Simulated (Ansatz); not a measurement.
# AlNi (C2/m) in Ansatz: notebook

One crystal, AlNi, is run at these levels: r2SCAN, PBE; tasks: single point, equation of state, phonons.

All numbers are computed with Ansatz 0.2.0; they aren't measurements. Logs are shortened: lines on timing, memory, paths and dates and some standing lists are left out, and cuts for length are marked.

### 1 Starting point

The structure is monoclinic, space group C2/m (No. 12). Conventional cell: a = 4.601 Å, b = 2.789 Å, c = 4.111 Å, α = 90.00°, β = 109.27°, γ = 90.00°. Around Ni (site symmetry 2/m) lie 6 Al at 2.48 to 2.53 Å and 6 Ni at 2.69 to 2.79 Å. Al (site symmetry 2/m) has 6 Ni at 2.48 to 2.53 Å and 6 Al at 2.69 to 2.79 Å as nearest neighbours.

The cell comes from a database or a generator and needn't be the stable form of this composition.

### 2 Single point, r2SCAN, collinear spin, ferromagnetic start, 11.71 Å³/atom (volume scaled by 0.94)

input.yaml

```yaml
crystal:
  lattice:
    - [2.2537151482, -1.3662091541, 0.0]
    - [2.2537151482, 1.3662091541, 0.0]
    - [-1.3287605568, 0.0, 3.801614995]
  atoms:
    - { symbol: Ni, position: [0.5, 0.5, 0.5], spin: 1.0 }
    - { symbol: Al, position: [0.0, 0.0, 0.0] }
hamiltonian:
  xc: r2scan
  pseudopotentials: { kind: paw }
magnetization:
  spin_polarized: true
kpoints:
  mp_grid: { grid: [11, 11, 7] }
scf:
  occupations: { method: fermi_dirac, width: 0.05 }
output:
  forces: true
  stress: true
  eigenvalues: true
```

Potentials or basis: Ansatz PAW.

Started as:

```sh
> ansatz run input.yaml --threads 2 --pin off --max-ram 5632MiB --backend cpu --events-out ev --progress --plain --runs-dir out
```

What it wrote:

```text
Warning: RAYON_NUM_THREADS=2 ignored (pool sized by the plan → 2); use --threads N
Engine: ansatz 0.2.0, x86_64-unknown-linux-gnu
Pseudopotentials: kind: paw
Pseudopotential: Ni, paw, valence charge 18, recommended cutoff 500 eV (meta_gga), Ni.paw.azcp
Pseudopotential: Al, paw, valence charge 3, recommended cutoff 500 eV (meta_gga), Al.paw.azcp
Functional definition: r2SCAN
  parameter k0 = 0.174
  parameter k1 = 0.065
  parameter a1 = 4.9479
  exchange = r2scan_x(k0 = k0, k1 = k1, a1 = a1)
  correlation = r2scan_c
Crystal: 2 atoms, lattice volume = 23.411 Å³
Basis set: ecut = 500 eV, 601 PW (Γ), exchange–correlation on 80×80×120 points (64 copies of the dense FFT grid, shifted against one another)
Bands: 15, of which v1, the nominal top of the filled ones, is band 11 counted from 1 (10 counted from 0)
Symmetry: 4 space group operations
Space group: C2/m (ITA 12), of the structure as read, at distance tolerance 2.9e-5 Å
Magnetic group: BNS 12.58 (UNI 65), of the structure as read, at distance tolerance 2.9e-5 Å
k-points: 234 of 847
Non-local potential: Ni, projectors of the file, l = 0: 3, l = 1: 2, l = 2: 3, l = 3: 1
Non-local potential: Al, projectors of the file, l = 0: 2, l = 1: 2, l = 2: 1
PAW form: soft (Blöchl's): semilocal exchange-correlation on the pseudo side does not see the compensation charge
PAW frozen core: Ni, regenerated for the run's functional (the file was generated under x = pbe(κ = 0.804, μ = 0.2195149727645171), c = pbe(β = 0.06672455060314922))
PAW frozen core: Al, regenerated for the run's functional (the file was generated under x = pbe(κ = 0.804, μ = 0.2195149727645171), c = pbe(β = 0.06672455060314922))
PAW one-centre angular grid: Ni, 590 points (default); XC on 160 Gauss nodes
PAW one-centre angular grid: Al, 302 points (default); XC on 160 Gauss nodes
Initial density: superposition of atomic densities (chi_scale 0.1, normalization cell)
Starting moments: Σ|m| = 1 μB on 1 of 2 sites
Initial wavefunctions: pseudopotential atomic-orbital guess
Functional: x = r2scan, c = r2scan; τ floored in thin density (d = 2e-4 eV/Å³)
iter 1 solved again at ethr=2.31e-3 eV; its pass at ethr=3.10e-3 eV (dr2=4.85e-1 eV) is discarded
SCF iter   1: F=—  HF=-6385.036807 eV  |F-HF|=—  |Δ(HF+E_count)|=         —  Δρ=3.99e-2 (↑3.99e-2 ↓2.82e-2)  dr2=3.44e-1  dr2_τ=1.02e-2  dr2_m=1.34e-1  M=0.580 μB ∫|m|=0.782 μB  β_m=0.71  ethr=2.31e-3  ⟨swp⟩=3.1  Hψ=50167  notcnv=0
Mixer restart at iter 1: flushing history
preconditioner: auto → none  [metal: Δε(μ)=0.003 eV  Ē_g=10.114 eV  σ=0.050 eV  W_gap=0.01  n_scr=2 (ndim 8)  ℏωp=27.7 eV  f_vac=0.000  D(μ)=1.28/eV (n_scr^D=14)  sad-step TF]
SCF iter   2: F=—  HF=-6384.994044 eV  |F-HF|=—  |Δ(HF+E_count)|=   4.28e-2  Δρ=2.70e-2 (↑1.31e-2 ↓2.70e-2)  dr2=2.58e-1  dr2_τ=9.05e-4  dr2_m=2.89e-2  M=0.495 μB ∫|m|=0.741 μB  β_m=0.88  ethr=1.64e-3  ⟨swp⟩=4.5  Hψ=15404  notcnv=0  defer=1  κ⁻¹=1.0e0(r=1)
SCF iter   3: F=—  HF=-6385.486404 eV  |F-HF|=—  |Δ(HF+E_count)|=         —  Δρ=4.80e-2 (↑2.79e-2 ↓4.80e-2)  dr2=1.78e-1  dr2_τ=1.84e-3  dr2_m=2.83e-1  M=0.230 μB ∫|m|=0.431 μB  β_m=0.51  ethr=1.23e-3  ⟨swp⟩=2.0  Hψ=12724  notcnv=0  defer=14
Mixer restart at iter 3: flushing history
SCF iter   4: F=—  HF=-6385.891842 eV  |F-HF|=—  |Δ(HF+E_count)|=   4.05e-1  Δρ=2.94e-2 (↑2.34e-2 ↓2.94e-2)  dr2=4.68e-2  dr2_τ=8.22e-4  dr2_m=1.38e-1  M=0.180 μB ∫|m|=0.358 μB  β_m=0.84  ethr=8.49e-4  ⟨swp⟩=3.0  Hψ=12447  notcnv=0  defer=16  κ⁻¹=1.0e0(r=1)
SCF iter   5: F=—  HF=-6386.230536 eV  |F-HF|=—  |Δ(HF+E_count)|=   3.39e-1  Δρ=2.04e-2 (↑5.39e-3 ↓2.04e-2)  dr2=1.14e-1  dr2_τ=1.54e-4  dr2_m=1.28e-2  M=0.083 μB ∫|m|=0.203 μB  β_m=0.30  ethr=2.23e-4  ⟨swp⟩=2.6  Hψ=15374  notcnv=0  defer=24  κ⁻¹=5.6e-1(r=2)
SCF iter   6: F=—  HF=-6386.372284 eV  |F-HF|=—  |Δ(HF+E_count)|=   1.42e-1  Δρ=8.36e-3 (↑3.23e-3 ↓8.36e-3)  dr2=2.12e-2  dr2_τ=4.69e-5  dr2_m=1.62e-3  M=0.054 μB ∫|m|=0.154 μB  β_m=0.30  ethr=2.23e-4  ⟨swp⟩=3.1  Hψ=13512  notcnv=0  defer=25  κ⁻¹=1.9e-3(r=3)
SCF iter   7: F=—  HF=-6386.463528 eV  |F-HF|=—  |Δ(HF+E_count)|=   9.12e-2  Δρ=6.52e-3 (↑2.19e-3 ↓6.52e-3)  dr2=4.16e-3  dr2_τ=2.76e-5  dr2_m=3.59e-3  M=0.022 μB ∫|m|=0.093 μB  β_m=0.30  ethr=1.01e-4  ⟨swp⟩=2.1  Hψ=17161  notcnv=0  defer=28  κ⁻¹=3.0e-4(r=4)
SCF iter   8: F=—  HF=-6386.446997 eV  |F-HF|=—  |Δ(HF+E_count)|=   1.65e-2  Δρ=1.05e-2 (↑2.83e-3 ↓1.05e-2)  dr2=1.13e-2  dr2_τ=4.91e-5  dr2_m=9.04e-3  M=0.036 μB ∫|m|=0.126 μB  β_m=0.30  ethr=1.98e-5  ⟨swp⟩=2.4  Hψ=12846  notcnv=0  defer=28  κ⁻¹=2.0e-4(r=5)
SCF iter   9: F=—  HF=-6386.472414 eV  |F-HF|=—  |Δ(HF+E_count)|=   2.54e-2  Δρ=9.96e-4 (↑8.34e-4 ↓9.96e-4)  dr2=8.42e-6  dr2_τ=9.04e-7  dr2_m=1.75e-4  M=0.007 μB ∫|m|=0.034 μB  β_m=0.30  ethr=1.98e-5  ⟨swp⟩=2.1  Hψ=14121  notcnv=0  defer=28  κ⁻¹=1.1e-5(r=6)
SCF iter  10: F=—  HF=-6386.473450 eV  |F-HF|=—  |Δ(HF+E_count)|=   1.04e-3  Δρ=3.95e-4 (↑3.46e-4 ↓3.95e-4)  dr2=4.92e-5  dr2_τ=1.68e-7  dr2_m=1.49e-5  M=0.002 μB ∫|m|=0.017 μB  β_m=0.30  ethr=4.01e-8  ⟨swp⟩=3.0  Hψ=16612  notcnv=0  defer=28  κ⁻¹=1.0e-5(r=7)
SCF iter  11: F=—  HF=-6386.473922 eV  |F-HF|=—  |Δ(HF+E_count)|=   4.71e-4  Δρ=1.86e-4 (↑1.52e-4 ↓1.86e-4)  dr2=5.06e-7  dr2_τ=5.97e-8  dr2_m=5.96e-6  M=0.001 μB ∫|m|=0.009 μB  β_m=1.00  ethr=4.01e-8  ⟨swp⟩=2.2  Hψ=12230  notcnv=0  defer=28  κ⁻¹=4.6e-6(r=8)
SCF iter  12: F=—  HF=-6386.474039 eV  |F-HF|=—  |Δ(HF+E_count)|=   1.18e-4  Δρ=1.52e-4 (↑5.75e-5 ↓1.52e-4)  dr2=2.63e-6  dr2_τ=1.79e-8  dr2_m=1.91e-6  M=-0.000 μB ∫|m|=0.001 μB  β_m=1.00  ethr=2.41e-9  ⟨swp⟩=3.0  Hψ=16890  notcnv=0  defer=28  κ⁻¹=2.7e-6(r=8)
SCF iter  13: F=—  HF=-6386.474048 eV  |F-HF|=—  |Δ(HF+E_count)|=   8.45e-6  Δρ=5.23e-5 (↑2.16e-5 ↓5.23e-5)  dr2=5.89e-7  dr2_τ=2.38e-9  dr2_m=1.08e-7  M=-0.000 μB ∫|m|=0.000 μB  β_m=0.30  ethr=2.41e-9  ⟨swp⟩=2.0  Hψ=12022  notcnv=0  defer=28  κ⁻¹=7.5e-7(r=8)
SCF iter  14: F=—  HF=-6386.474050 eV  |F-HF|=—  |Δ(HF+E_count)|=   2.36e-6  Δρ=1.64e-5 (↑1.17e-5 ↓1.64e-5)  dr2=1.05e-7  dr2_τ=3.82e-10  dr2_m=6.47e-9  M=0.000 μB ∫|m|=0.000 μB  β_m=1.00  ethr=2.41e-9  ⟨swp⟩=2.0  Hψ=11952  notcnv=0  defer=28  κ⁻¹=3.9e-7(r=8)
SCF iter  15: F=—  HF=-6386.474051 eV  |F-HF|=—  |Δ(HF+E_count)|=   5.22e-7  Δρ=4.80e-6 (↑3.42e-6 ↓4.80e-6)  dr2=2.34e-9  dr2_τ=6.11e-11  dr2_m=1.40e-9  M=0.000 μB ∫|m|=0.000 μB  β_m=1.00  ethr=5.01e-10  ⟨swp⟩=2.0  Hψ=11938  notcnv=0  defer=28  κ⁻¹=2.2e-7(r=8)
SCF iter  16: F=—  HF=-6386.474051 eV  |F-HF|=—  |Δ(HF+E_count)|=   1.03e-7  Δρ=2.79e-6 (↑2.15e-6 ↓2.79e-6)  dr2=4.91e-10  dr2_τ=1.21e-11  dr2_m=8.81e-10  M=0.000 μB ∫|m|=0.000 μB  β_m=0.73  ethr=1.11e-11  ⟨swp⟩=2.5  Hψ=12227  notcnv=0  defer=28  κ⁻¹=1.7e-8(r=8)
SCF iter  17: F=—  HF=-6386.474051 eV  |F-HF|=—  |Δ(HF+E_count)|=   6.64e-8  Δρ=1.34e-6 (↑7.84e-7 ↓1.34e-6)  dr2=2.34e-10  dr2_τ=2.17e-12  dr2_m=1.49e-10  M=0.000 μB ∫|m|=0.000 μB  β_m=0.65  ethr=2.34e-12  ⟨swp⟩=3.0  Hψ=14405  notcnv=0  defer=28  κ⁻¹=1.7e-7(r=8)
SCF iter  18: F=—  HF=-6386.474051 eV  |F-HF|=—  |Δ(HF+E_count)|=   7.35e-9  Δρ=2.14e-6 (↑1.32e-6 ↓2.14e-6)  dr2=2.21e-9  dr2_τ=2.57e-12  dr2_m=4.01e-11  M=0.000 μB ∫|m|=0.000 μB  β_m=1.00  ethr=1.11e-12  ⟨swp⟩=2.0  Hψ=22095  notcnv=0  κ⁻¹=3.2e-7(r=8)
SCF iter  19: F=-6386.474051 eV  HF=-6386.474051 eV  |F-HF|=1.86e-10  |Δ(HF+E_count)|=   1.09e-9  Δρ=7.04e-7 (↑5.24e-7 ↓7.04e-7)  dr2=2.79e-10  dr2_τ=3.88e-13  dr2_m=1.92e-12  M=0.000 μB ∫|m|=0.000 μB  ethr=1.11e-12  ⟨swp⟩=3.0  Hψ=16676  notcnv=0
SCF 1 converged in 19 iterations: F = -6386.474051 eV  dr2 = 2.79e-10
WARN: the starting moments were not kept: the SCF closed with an absolute magnetisation of 5.2e-6 μB, where they sum to 1 μB in size (1 site). That is at most 0.1 of that sum. Measured as dr2_m measures the in/out step, that magnetisation stands 5.5e-11 eV from none, at or under the dr2_threshold of 1.0e-7 eV: it is no larger than a step whose dr2_m would equal this threshold. The system may hold no moment; this SCF shows only that its start led to no more than that. To try another start: raise the starting moments (crystal.atoms[].spin, magnetization.per_species, magnetization.initial_magnetization, or on a non-collinear deck that types none of these the spinor_matrix: blocks that start its atoms; where the total moment is fixed, keep their sum and leave initial_magnetization as it is; typed ones take the place of any that the run laid by itself, positive ones on a crystal's lanthanoids without a Hubbard term where scf.initial_density.shell_occupations: [] is typed) or, if the notice of its spin-set hold's release reads "site moments contracting" or "site moments show no strong build", lengthen the hold (scf.mixing.spin_hold: { on: { confirm: 4 } }; for m-r²SCAN on two components see the key's manual first). Each may lead to a state that holds a moment. A second SCF, from the converged charge density, with the starting moments and any scf.initial_density.shell_occupations laid on it anew, would have followed, and was not run: the deck does not ask for one (magnetization.retry_lost_moments is false, the default). To let it run, set magnetization.retry_lost_moments: true and run the deck again, where that key's refused combinations let it; where memory then withholds it, that run's warning says so.
this state was not tested for a lower state beside it, because the mixer in use, unlike msr1, does not test its closes by its own steps (another_mixer; see scf.mixing.algorithm and scf.lower_state_search)
SCF converged after 19 iterations
Magnetization: 0.0000 μB (10.5000 up, 10.5000 down)
Absolute magnetization: 0.0000 μB (∫|ρ↑−ρ↓|, with the PAW one-centre terms)
Spin contamination: 0.0000 ħ² per cell (⟨S²⟩ above its minimum at these occupations)
Per-site moments (μB) at R_I (Å): [(3.879485429240847e-6, 1.0037403914034495), (-2.415185822025013e-7, 1.0037403914034495)]
Free energy (F): -6386.474051 eV
Harris-Foulkes:  -6386.474051 eV  (|F-HF|=1.86e-10)
Internal energy: -6386.467080 eV  (E = F + TS)
E sigma→0 (E₀):  -6386.470565 eV
Entropy (-TS):   -0.006971 eV (-3.485 meV/atom)
Fermi energy:    14.030384 eV
--- Per-component energies (eV) ---
  E_band       = -354.723665
  E_kinetic    = 311.679574
  E_local      = -4617.600382  (includes V_loc(G=0)·N_el)
  E_nonlocal   = 652.061222
  E_hartree    = 2004.737699
  E_xc         = -117.465934
  E_vxc        = -151.308152  (∫ρ·V_xc dr)
  E_paw        = -2120.307211  (= ΣΔE_a)
  E_vpaw       = -569.375051  (= ΣTr[D̂ρ^β])
  E_aug_tail   = 0.000234  (compensation charges beyond the density's cutoff)
  E_vtau       = 10.342010  (kinetic-family band-sum trace: ∫τ·v_τ [+ j·A + Jᵃ·Aᵃ] dr)
  E_ewald      = -2499.212105
  E_core_change = -0.360177  (= ΣΔE_core)
  E_smearing   = -0.006971  (= −TS)
  E_closure    = 0.000000  (closes the sum)
  Σ components = -6386.474051   (vs F -6386.474051, Δ=0.00e0)
--- Forces (eV/Å), atoms counted from 1 ---
  atom   1  Ni     0.00000000     0.00000000    -0.00000000
  atom   2  Al     0.00000000     0.00000000     0.00000000
  max |Σ_I F_I| component: 2.52e-29 eV/Å
--- Stress (GPa, compression-positive) ---
        7.690004      -0.000000      -0.608911
       -0.000000       5.336425      -0.000000
       -0.608911      -0.000000       9.694444
  P = ⅓ Tr σ = 7.5736 GPa (75.736 kbar)
--- Band table (eV; the first three rows and the last of 468) ---
  k-point 0 ↑: bands = ["-92.8037", "-51.9307", "-51.6042", "-51.5785", "2.1391", "10.0577", "11.9905", "12.0465", "12.3099", "12.4840", "12.6158", "17.1796", "28.7362", "29.8283", "30.4408"]
  k-point 1 ↑: bands = ["-92.8037", "-51.9308", "-51.6042", "-51.5785", "2.3581", "9.3808", "11.7121", "11.9911", "12.3102", "12.4950", "12.6278", "18.4837", "28.4386", "30.0238", "30.1139"]
  k-point 2 ↑: bands = ["-92.8037", "-51.9311", "-51.6042", "-51.5785", "2.9891", "7.7845", "11.4798", "11.9921", "12.3095", "12.5202", "12.6551", "21.1526", "27.9741", "29.4856", "30.5429"]
  k-point 233 ↓: bands = ["-92.7931", "-51.9188", "-51.6676", "-51.6332", "8.5293", "10.0857", "10.7078", "11.5656", "11.8885", "13.6212", "14.5380", "16.6535", "20.2835", "21.4718", "24.1287"]
```

It took 27 s on 2 threads of Intel Xeon at 2.70GHz, shared host; peak memory 0.54 GiB.

What came out:

- Free energy: -6386.4741 eV
- Pressure: 7.6 GPa
- Band gap on the k mesh: none (metal or under the smearing width)
- Net moment: 0.00 μB per cell
- Absolute moment: 0.00 μB per cell

Caveat: the magnetic or orbital state may not be the lowest; the PAW data sets come from PBE, with cores solved anew for the run's functional, which leaves a small shift of forces and pressure; the starting moments weren't kept.

### 3 Single point, r2SCAN, collinear spin, ferromagnetic start, 11.95 Å³/atom (volume scaled by 0.96)

Changes to input.yaml since step 2:

```diff
@@ -2,5 +2,5 @@
   lattice:
-    - [2.2537151482, -1.3662091541, 0.0]
-    - [2.2537151482, 1.3662091541, 0.0]
-    - [-1.3287605568, 0.0, 3.801614995]
+    - [2.2695869046, -1.3758306623, 0.0]
+    - [2.2695869046, 1.3758306623, 0.0]
+    - [-1.3381183338, 0.0, 3.8283878136]
   atoms:
@@ -21 +21,5 @@
   eigenvalues: true
+  write_density: true
+  write_potential: true
+  elf: true
+  volumetric_format: npy
```

Potentials or basis: Ansatz PAW.

Started as:

```sh
> ansatz run input.yaml --threads 2 --pin off --max-ram 5632MiB --backend cpu --events-out ev --progress --plain --runs-dir out
```

It took 28 s on 2 threads of Intel Xeon at 2.70GHz, shared host; peak memory 0.55 GiB.

It converged, with:

```yaml
Free_energy: -6386.4915 eV
Pressure: 3.7 GPa
Band_gap_on_the_k_mesh: none (metal or under the smearing width)
Net_moment: 0.00 μB per cell
Absolute_moment: 0.00 μB per cell
```

Caveat: the magnetic or orbital state may not be the lowest; the PAW data sets come from PBE, with cores solved anew for the run's functional, which leaves a small shift of forces and pressure; the starting moments weren't kept.

### 4 Single point, r2SCAN, collinear spin, ferromagnetic start, 12.20 Å³/atom (volume scaled by 0.98)

input.yaml

```yaml
crystal:
  lattice:
    - [2.2852397227, -1.3853194495, 0.0]
    - [2.2852397227, 1.3853194495, 0.0]
    - [-1.3473470277, 0.0, 3.8547913226]
  atoms:
    - { symbol: Ni, position: [0.5, 0.5, 0.5], spin: 1.0 }
    - { symbol: Al, position: [0.0, 0.0, 0.0] }
hamiltonian:
  xc: r2scan
  pseudopotentials: { kind: paw }
magnetization:
  spin_polarized: true
kpoints:
  mp_grid: { grid: [11, 11, 7] }
scf:
  occupations: { method: fermi_dirac, width: 0.05 }
output:
  forces: true
  stress: true
  eigenvalues: true
```

Started as:

```sh
> ansatz run input.yaml --threads 2 --pin off --max-ram 5632MiB --backend cpu --events-out ev --progress --plain --runs-dir out
```

It took 33 s on 2 threads of Intel Xeon at 2.70GHz, shared host; peak memory 0.55 GiB.

The run converged. Its results:

| Item | Value |
| --- | --- |
| Free energy | -6386.4975 eV |
| Pressure | 0.2 GPa |
| Band gap on the k mesh | none (metal or under the smearing width) |
| Net moment | 0.00 μB per cell |
| Absolute moment | 0.00 μB per cell |

Caveat: the magnetic or orbital state may not be the lowest; the PAW data sets come from PBE, with cores solved anew for the run's functional, which leaves a small shift of forces and pressure; the starting moments weren't kept.

### 5 Single point, r2SCAN, collinear spin, ferromagnetic start, 12.45 Å³/atom

Changes to input.yaml since step 4:

```diff
@@ -2,5 +2,5 @@
   lattice:
-    - [2.2852397227, -1.3853194495, 0.0]
-    - [2.2852397227, 1.3853194495, 0.0]
-    - [-1.3473470277, 0.0, 3.8547913226]
+    - [2.300681, -1.39468, 0.0]
+    - [2.300681, 1.39468, 0.0]
+    - [-1.356451, 0.0, 3.880838]
   atoms:
```

Started as:

```sh
> ansatz run input.yaml --threads 2 --pin off --max-ram 5632MiB --backend cpu --events-out ev --progress --plain --runs-dir out
```

Wall time 25 s (2 threads of Intel Xeon at 2.70GHz, shared host); peak memory 0.55 GiB.

The run converged. Its results:

| Quantity | Value |
| --- | --- |
| Free energy | -6386.4933 eV |
| Pressure | -2.9 GPa |
| Band gap on the k mesh | none (metal or under the smearing width) |
| Net moment | 0.00 μB per cell |
| Absolute moment | 0.00 μB per cell |

Caveat: the magnetic or orbital state may not be the lowest; the PAW data sets come from PBE, with cores solved anew for the run's functional, which leaves a small shift of forces and pressure; the starting moments weren't kept.

### 6 Single point, r2SCAN, collinear spin, ferromagnetic start, 12.70 Å³/atom (volume scaled by 1.02)

Changes to input.yaml since step 5:

```diff
@@ -2,5 +2,5 @@
   lattice:
-    - [2.300681, -1.39468, 0.0]
-    - [2.300681, 1.39468, 0.0]
-    - [-1.356451, 0.0, 3.880838]
+    - [2.3159177421, -1.4039165606, 0.0]
+    - [2.3159177421, 1.4039165606, 0.0]
+    - [-1.365434381, 0.0, 3.9065396629]
   atoms:
@@ -21 +21,5 @@
   eigenvalues: true
+  write_density: true
+  write_potential: true
+  elf: true
+  volumetric_format: npy
```

Potentials or basis: Ansatz PAW.

Started as:

```sh
> ansatz run input.yaml --threads 2 --pin off --max-ram 5632MiB --backend cpu --events-out ev --progress --plain --runs-dir out
```

Wall time 31 s (2 threads of Intel Xeon at 2.70GHz, shared host); peak memory 0.56 GiB.

Results (log left out):

```
Free energy            : -6386.4799 eV
Pressure               : -5.7 GPa
Band gap on the k mesh : none (metal or under the smearing width)
Net moment             : 0.00 μB per cell
Absolute moment        : 0.00 μB per cell
```

Caveat: the magnetic or orbital state may not be the lowest; the PAW data sets come from PBE, with cores solved anew for the run's functional, which leaves a small shift of forces and pressure; the starting moments weren't kept.

### 7 Single point, r2SCAN, collinear spin, ferromagnetic start, 12.95 Å³/atom (volume scaled by 1.04)

input.yaml

```yaml
crystal:
  lattice:
    - [2.3309565903, -1.4130331573, 0.0]
    - [2.3309565903, 1.4130331573, 0.0]
    - [-1.3743010865, 0.0, 3.9319075144]
  atoms:
    - { symbol: Ni, position: [0.5, 0.5, 0.5], spin: 1.0 }
    - { symbol: Al, position: [0.0, 0.0, 0.0] }
hamiltonian:
  xc: r2scan
  pseudopotentials: { kind: paw }
magnetization:
  spin_polarized: true
kpoints:
  mp_grid: { grid: [11, 11, 7] }
scf:
  occupations: { method: fermi_dirac, width: 0.05 }
output:
  forces: true
  stress: true
  eigenvalues: true
```

Started as:

```sh
> ansatz run input.yaml --threads 2 --pin off --max-ram 5632MiB --backend cpu --events-out ev --progress --plain --runs-dir out
```

It took 25 s on 2 threads of Intel Xeon at 2.70GHz, shared host; peak memory 0.56 GiB.

Results (log left out):

* Free energy: -6386.4583 eV
* Pressure: -8.2 GPa
* Band gap on the k mesh: none (metal or under the smearing width)
* Net moment: 0.00 μB per cell
* Absolute moment: 0.00 μB per cell

Caveat: the magnetic or orbital state may not be the lowest; the PAW data sets come from PBE, with cores solved anew for the run's functional, which leaves a small shift of forces and pressure; the starting moments weren't kept.

### 8 Single point, r2SCAN, collinear spin, ferromagnetic start, 13.20 Å³/atom (volume scaled by 1.06)

Changes to input.yaml since step 7:

```diff
@@ -2,5 +2,5 @@
   lattice:
-    - [2.3309565903, -1.4130331573, 0.0]
-    - [2.3309565903, 1.4130331573, 0.0]
-    - [-1.3743010865, 0.0, 3.9319075144]
+    - [2.3458038479, -1.4220336112, 0.0]
+    - [2.3458038479, 1.4220336112, 0.0]
+    - [-1.3830548326, 0.0, 3.9569521865]
   atoms:
```

Started as:

```sh
> ansatz run input.yaml --threads 2 --pin off --max-ram 5632MiB --backend cpu --events-out ev --progress --plain --runs-dir out
```

It took 29 s on 2 threads of Intel Xeon at 2.70GHz, shared host; peak memory 0.58 GiB.

It converged, with:

```
Free energy            : -6386.4293 eV
Pressure               : -10.4 GPa
Band gap on the k mesh : none (metal or under the smearing width)
Net moment             : 0.00 μB per cell
Absolute moment        : 0.00 μB per cell
```

Caveat: the magnetic or orbital state may not be the lowest; the PAW data sets come from PBE, with cores solved anew for the run's functional, which leaves a small shift of forces and pressure; the starting moments weren't kept.

[end of part 1 of 2]
